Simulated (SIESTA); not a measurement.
SiC (Moissanite):

```
CELL_PARAMETERS angstrom
3.07600 0.00000 0.00000
-1.53800 2.66389 0.00000
0.00000 0.00000 5.04800
ATOMIC_POSITIONS crystal
Si 0.66667 0.33333 0.50000
Si 0.33333 0.66667 0.00000
C 0.66667 0.33333 0.88500
C 0.33333 0.66667 0.38500
```

Base run:

```yaml
Program: SIESTA 5.4.2
Functional: optB88-vdW
Potentials_or_basis: PseudoDojo 0.4 standard (PBE files)
Basis: DZP (energy shift 0.003 Ry)
Grid_cutoff: 500 Ry
Energy_shift: 0.003 Ry
k_mesh: 10 × 10 × 5
Occupations: fermi-dirac, width 0.05 eV
Spin: no spin polarisation
```

Its results: band gap on the k mesh 2.58 eV, indirect (least direct gap 4.21 eV); pressure 8.3 GPa; largest force 0.850 eV/Å.

Question: The run is repeated on the same cell with these changes: functional from optB88-vdW to vdW-DF-cx. What comes out?

Answer: Band gap on the k mesh 2.38 eV, indirect (least direct gap 4.04 eV); pressure 5.5 GPa; largest force 0.849 eV/Å.

Caveats: the potentials were made for another functional, which shifts forces and pressure; an odd mesh through Γ misses points on the zone boundary, where band edges often lie; the basis of atomic orbitals isn't converged, which shifts pressures, moduli and gaps.
